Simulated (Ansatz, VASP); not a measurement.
**I: VASP beside Ansatz**

```xyz
1
Lattice="3.2380 0.0000 0.0000 0.0000 3.2380 0.0000 0.0000 0.0000 5.1312" Properties=species:S:1:pos:R:3 pbc="T T T"
I     1.6190    1.6190    0.0000
```

Alike in both runs: functional PBE; k mesh 6 × 6 × 4; occupations gaussian, width 0.1 eV; no spin polarisation.

Ansatz relaxed the structure, and its values are those at the end. VASP's run is a single point on that final structure, the one shown.

|  | VASP | Ansatz |
| --- | --- | --- |
| version | VASP 6.6.1 | Ansatz 0.2.0 |
| potentials or method | VASP PAW PBE potentials, release 64 (I) | scalar-relativistic, plane waves, PAW |
| plane-wave cutoff (eV) | 520 | 420 |
| valence electrons in the cell | 7 | 17 |

```tsv
	VASP	Ansatz	Ansatz less VASP
gap on the k mesh at the Fermi level (eV)	none	none	-
pressure (GPa)	0.1	0.1	+0.03
```

A gap of «none» marks a metal or a gap that the smearing closes. The two sets of potentials don't hold the same shells in valence.

Caveats: an odd number of electrons without spin polarisation forces a metal; a magnetic or distorted state may lie lower. The runs have no spin-orbit coupling, so splittings on I are missing.
